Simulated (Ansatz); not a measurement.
**SiNi: further runs on the relaxed cell**

One table from this session's results is given with a row withheld; the runs are named, their logs left out.

Computed with Ansatz 0.2.0 (DFT PBEsol, scalar-relativistic, plane waves, PAW, unless a step's input says otherwise).

1 further run of the same task is left out (set aside as unsound or not needed).

## The system as given

Symmetry: Pnma, No. 62, orthorhombic system. Conventional cell: a = 5.088 Å, b = 3.358 Å, c = 5.528 Å, α = 90.00°, β = 90.00°, γ = 90.00°. Around Si (site symmetry m) lie 6 Ni at 2.26 to 2.38 Å. Ni (site symmetry m) is surrounded by 6 Si at 2.26 to 2.38 Å.

Coordinates:

```
Si Ni
1.0
     5.08783    0.00000    0.00000
     0.00000    3.35777    0.00000
     0.00000    0.00000    5.52783
Si Ni
4 4
Direct
  0.32143 0.75000 0.08656
  0.17857 0.25000 0.58656
  0.82143 0.75000 0.41344
  0.67857 0.25000 0.91344
  0.00930 0.25000 0.18739
  0.49070 0.75000 0.68739
  0.50930 0.25000 0.31261
  0.99070 0.75000 0.81261
```

It is the result of an earlier relaxation at this level (volume 11.80 Å³/atom; gap on the mesh: none (metal)).

Set-up of the first run:

input.yaml reads:

```yaml
crystal:
  lattice:
    - [5.087828292, 0.0, 0.0]
    - [0.0, 3.3577714997, 0.0]
    - [0.0, 0.0, 5.527830168]
  atoms:
    - { symbol: Si, position: [0.3214276653, 0.75, 0.0865554849] }
    - { symbol: Si, position: [0.1785723347, 0.25, 0.5865554849] }
    - { symbol: Si, position: [0.8214276653, 0.75, 0.4134445151] }
    - { symbol: Si, position: [0.6785723347, 0.25, 0.9134445151] }
    - { symbol: Ni, position: [0.0093007266, 0.25, 0.1873863651] }
    - { symbol: Ni, position: [0.4906992734, 0.75, 0.6873863651] }
    - { symbol: Ni, position: [0.5093007266, 0.25, 0.3126136349] }
    - { symbol: Ni, position: [0.9906992734, 0.75, 0.8126136349] }
basis:
  ecutwfc: 420
kpoints:
  mp_grid: { grid: [8, 10, 6] }
  band_path:
    path:
      - [[0.0, 0.0, 0.0], [0.5, 0.0, 0.0], [0.5, 0.5, 0.0], [0.0, 0.5, 0.0], [0.0, 0.0, 0.0], [0.0, 0.0, 0.5], [0.5, 0.0, 0.5], [0.5, 0.5, 0.5], [0.0, 0.5, 0.5], [0.0, 0.0, 0.5]]
      - [[0.5, 0.0, 0.0], [0.5, 0.0, 0.5]]
      - [[0.0, 0.5, 0.0], [0.0, 0.5, 0.5]]
      - [[0.5, 0.5, 0.0], [0.5, 0.5, 0.5]]
    npoints: 14
hamiltonian:
  xc: pbesol
scf:
  occupations: { method: gaussian, width: 0.1 }
  n_extra_bands: 20
output:
  forces: true
  stress: true
  eigenvalues: true
  populations: true
  dos: { projected: true, de: 0.02, nscf_kmesh: { grid: [12, 15, 9] } }
  bader: true
```

On the command line:

```console
ansatz run input.yaml --threads 2 --pin off --max-ram 5120MiB --backend cpu --events-out ev --progress --plain --runs-dir out
```

Among the steps run: Static run: bands, density of states and charges; Point at V/V0 = 0.97; The cell scaled to 1.03 of its volume; The cell scaled to 0.94 of its volume; The cell scaled to 1.06 of its volume.

One table of the session follows, with a row left open; its other results are not shown here.

It belongs to the step «Fit of the equation of state». 

```
volume (Å³/atom)  energy above the lowest point (meV/atom)  pressure (GPa)
          11.096                                      27.2           12.91
          11.450                                       6.4            5.98
          11.805                                       0.0            0.01
          12.159                                         ?               ?
          12.513                                      21.9           -9.35
```

Estimate the missing values for volume (Å³/atom) = 12.159.

Worked estimate for «energy above the lowest point (meV/atom)». A straight line through the neighbours (11.805, 0.0) and (12.513, 21.9) gives 0.0 + (21.9 − 0.0) × (12.159 − 11.805) / (12.513 − 11.805) = 11.0; a parabola fitted to 3 rows on both sides gives 5.2.

**Answer.** energy above the lowest point (meV/atom): 5.8; pressure (GPa): -5.07. In «energy above the lowest point (meV/atom)» the line misses by +5.2 and the parabola by -0.6.

Limits of these values: The final runs have no spin polarisation, so a magnetic state may lie lower.
